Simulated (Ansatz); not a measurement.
Input and command of a plane-wave DFT calculation in Ansatz:

```yaml
crystal:
  lattice:
    - [3.9956487014, 0.0, 0.0]
    - [-1.9978243507, 3.46033328, 0.0]
    - [0.0, 0.0, 6.6027109586]
  atoms:
    - { symbol: Ge, position: [0.6166122162, 0.3333333333, 0.0781267281] }
    - { symbol: Ge, position: [0.3333333333, 0.6666666667, 0.5629814339] }
    - { symbol: Ge, position: [0.6666666667, 0.3333333333, 0.4370185661] }
    - { symbol: Ge, position: [0.3333333333, 0.6666666667, 0.9370185661] }
basis:
  ecutwfc: 500
kpoints:
  mp_grid: { grid: [12, 12, 6] }
hamiltonian:
  xc: r2scan
scf:
  occupations: { method: gaussian, width: 0.03 }
output:
  forces: true
  stress: true
  eigenvalues: true
```

```bash
ansatz run input.yaml --threads 2 --pin off --max-ram 5120MiB --backend cpu --events-out ev --progress --plain --runs-dir out
```

Processor: Intel(R) Xeon(R) 6975P-C (Granite Rapids), 2 threads, on a host shared with other jobs.

Task: Estimate time, memory and problem size.

Result: About 64 s on 2 threads of Intel(R) Xeon(R) 6975P-C (Granite Rapids), with other jobs on the host, peak memory 1.4 GiB. It solves 34 bands at 436 k points (the mesh reduced by symmetry) with about 2311 plane waves, in 9 SCF iterations.
